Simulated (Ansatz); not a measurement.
The system is CaO.

```
Ca O
1.0
     0.00000    2.40356    2.40356
     2.40356    0.00000    2.40356
     2.40356    2.40356    0.00000
Ca O
1 1
Direct
  0.00000 0.00000 0.00000
  0.50000 0.50000 0.50000
```

The cell is a database's computed one.

```yaml
Program: Ansatz 0.2.0
Task: relaxation of cell and atoms
Functional: LDA
Potentials_or_basis: all-electron LAPW, scalar-relativistic
Basis_error_allowed: 0.001 eV/atom
k_mesh: 10 × 10 × 10
Occupations: fermi-dirac, width 0.05 eV
Spin: no spin polarisation
```

At the start: volume 13.89 Å³/atom.

Question: Where does the relaxation end?

Answer: Over 5 steps the energy falls by 19.4 meV/atom and the volume is 13.05 Å³/atom (-6.0 %); space group Fm-3m (No. 225, to 0.05 Å).

Step by step:
| step | energy change (eV) | largest force (eV/Å) | volume (Å³) |
| --- | --- | --- | --- |
| 1 | 0.0000 | 0.0000 | 27.77 |
| 2 | -0.0371 | 0.0000 | 25.76 |
| 3 | -0.0388 | 0.0000 | 26.13 |
| 4 | -0.0388 | 0.0000 | 26.09 |
| 5 | -0.0388 | 0.0000 | 26.09 |

Final structure:
```
Ca O
1.0
     0.00000    2.35413    2.35413
     2.35413    0.00000    2.35413
     2.35413    2.35413    0.00000
Ca O
1 1
Direct
  0.00000 0.00000 0.00000
  0.50000 0.50000 0.50000
```
